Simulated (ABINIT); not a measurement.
CdS:

```
Cd S
1.0
     0.00000    2.75324    2.75324
     2.75324    0.00000    2.75324
     2.75324    2.75324    0.00000
Cd S
1 1
Direct
  0.00000 0.00000 0.00000
  0.50000 0.50000 0.50000
```

Measurements of this composition are mostly on another form, of space group No. 186.

Base run:

* Program: ABINIT 10.8.3 (patched build)
* Functional: PBE-EpsX
* Potentials or basis: SG15 NC PBE v1.2
* Cutoff: 599 eV
* k mesh: 6 × 6 × 6
* Occupations: fermi-dirac, width 0.05 eV
* Spin: no spin polarisation

Its results: band gap on the k mesh 0.88 eV, indirect (least direct gap 2.29 eV).

**Question.** The run is repeated on the same cell with these changes: functional from PBE-EpsX to PBE; potentials or basis from SG15 NC PBE v1.2 to PseudoDojo NC SR PBE v0.4.1 standard; cutoff from 599 eV to 1252 eV. What comes out?

**Answer.** Band gap on the k mesh 0.26 eV, indirect (least direct gap 1.55 eV).

Caveats: exact exchange is summed on a coarse mesh, which widens gaps by tenths of an eV (some runs).

A k mesh can miss the band edges.
